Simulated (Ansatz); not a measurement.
## HfB₂ (P6/mmm)

These are results of DFT PBE, scalar-relativistic, plane waves, PAW (Ansatz 0.2.0), not measurements.

Plane waves to 420 eV, a k mesh through Γ of 18×18×12 on the computed 3-atom cell and Gaussian smearing (0.10 eV); no spin polarisation.

The structure is relaxed at this level of theory with its symmetry kept. Whether it is the stable form of this composition wasn't checked.

It takes space group P6/mmm (No. 191, hexagonal). The conventional cell has a = 3.145 Å, b = 3.145 Å, c = 3.486 Å, α = 90.00°, β = 90.00°, γ = 120.00°. Around Hf (site symmetry 6/mmm) lie 12 B at 2.52 Å. Around B (site symmetry -6m2) lie 3 B at 1.82 Å.

```
Volume per atom                                                   : 9.96 Å³
Formation energy from the elements' standard states (uncorrected) : -1.008 eV/atom
Kohn–Sham band gap                                                : none (metal)
Density of states at the Fermi level                              : 0.28 states/eV per cell
Löwdin character within 0.5 eV of the Fermi level                 : Hf 5d 70 %, B 2p 27 %
Bulk modulus                                                      : 248 GPa
Its pressure derivative                                           : 3.9
Bader charges (e)                                                 : Hf (1 in the cell) 1.60, B (2 in the cell) -0.80
```

Spin-orbit coupling is left out, which matters for the bands of heavy elements.